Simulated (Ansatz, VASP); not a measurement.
One calculation of TiO2, two programs

The input INCAR:

```
PREC = Accurate ; ENCUT = 520
EDIFF = 1E-6 ; ISMEAR = -1
SIGMA = 0.05 ; LREAL = False
LASPH = True ; NELM = 60
ALGO = Normal ; ISIF = 2
LWAVE = False ; LCHARG = False
GGA = PE ; NBANDS = 60
```

The input KPOINTS:

```
regular mesh
0
Gamma
  3 3 2
```

POSCAR

```
TiO2
1.0
    6.1535771931     -1.8834685000      0.0000000000
    6.1535771931      1.8834685000      0.0000000000
   -1.9283261078      0.0000000000      6.3289668713
Ti O
4 8
Direct
    0.9000710000      0.9000710000      0.2896020000
    0.1952860000      0.1952860000      0.2837620000
    0.0999290000      0.0999290000      0.7103980000
    0.8047140000      0.8047140000      0.7162380000
    0.3619310000      0.3619310000      0.2933970000
    0.2634885000      0.2634885000      0.6525000000
    0.8671885000      0.8671885000      0.9952910000
    0.7365115000      0.7365115000      0.3475000000
    0.9416475000      0.9416475000      0.6300210000
    0.1328115000      0.1328115000      0.0047090000
    0.6380690000      0.6380690000      0.7066030000
    0.0583525000      0.0583525000      0.3699790000
```

Contents of input.yaml:

```yaml
crystal:
  lattice:
    - [6.1535771931, -1.8834685, 0.0]
    - [6.1535771931, 1.8834685, 0.0]
    - [-1.9283261078, 0.0, 6.3289668713]
  atoms:
    - { symbol: Ti, position: [0.900071, 0.900071, 0.289602] }
    - { symbol: Ti, position: [0.195286, 0.195286, 0.283762] }
    - { symbol: Ti, position: [0.099929, 0.099929, 0.710398] }
    - { symbol: Ti, position: [0.804714, 0.804714, 0.716238] }
    - { symbol: O, position: [0.361931, 0.361931, 0.293397] }
    - { symbol: O, position: [0.2634885, 0.2634885, 0.6525] }
    - { symbol: O, position: [0.8671885, 0.8671885, 0.995291] }
    - { symbol: O, position: [0.7365115, 0.7365115, 0.3475] }
    - { symbol: O, position: [0.9416475, 0.9416475, 0.630021] }
    - { symbol: O, position: [0.1328115, 0.1328115, 0.004709] }
    - { symbol: O, position: [0.638069, 0.638069, 0.706603] }
    - { symbol: O, position: [0.0583525, 0.0583525, 0.369979] }
hamiltonian:
  xc: pbe
  pseudopotentials: { kind: paw }
kpoints:
  mp_grid: { grid: [3, 3, 2] }
scf:
  occupations: { method: fermi_dirac, width: 0.05 }
output:
  forces: true
  stress: true
  eigenvalues: true
  write_density: true
  write_potential: true
  elf: true
  volumetric_format: npy
```

The cell comes from a database or a generator and needn't be the stable form of this composition.

Alike in both runs: task single point; functional PBE; k mesh 3 × 3 × 2; occupations fermi-dirac, width 0.05 eV; no spin polarisation.

|  | VASP | Ansatz |
| --- | --- | --- |
| version | VASP 6.6.1 | Ansatz 0.2.0 |
| potentials or method | VASP PAW PBE potentials, release 64 (Ti_sv, O) | Ansatz PAW |
| plane-wave cutoff (eV) | 520 | 420 |
| valence electrons in the cell | 96 | 96 |

Ansatz gave:

| Property | Result |
| --- | --- |
| gap on the k mesh at the Fermi level (eV) | 2.76 |
| least direct gap on the mesh (eV) | 2.93 |
| pressure (GPa) | -1.2 |
| largest component of the traceless stress (GPa) | 0.12 |
| rms of the force components (eV/Å) | 0.048 |

Task: What did VASP give for the same quantities?

Result: gap on the k mesh at the Fermi level (eV): 2.74; least direct gap on the mesh (eV): 2.91; pressure (GPa): -0.6; largest component of the traceless stress (GPa): 0.15; rms of the force components (eV/Å): 0.032.

Atom by atom the forces differ by 0.024 eV/Å (rms over components).

Caveats: the k mesh is coarse (spacing up to 0.58 Å⁻¹), so the values aren't converged; an odd mesh through Γ misses points on the zone boundary, where band edges often lie (VASP); odd divisions of the mesh miss points on the zone boundary, where band edges often lie, so the gap on the mesh can be too wide (Ansatz); the pressure holds a Pulay correction of +0.6 GPa for the finite cutoff (Ansatz). As with any semilocal functional, this PBE gap is likely too small.
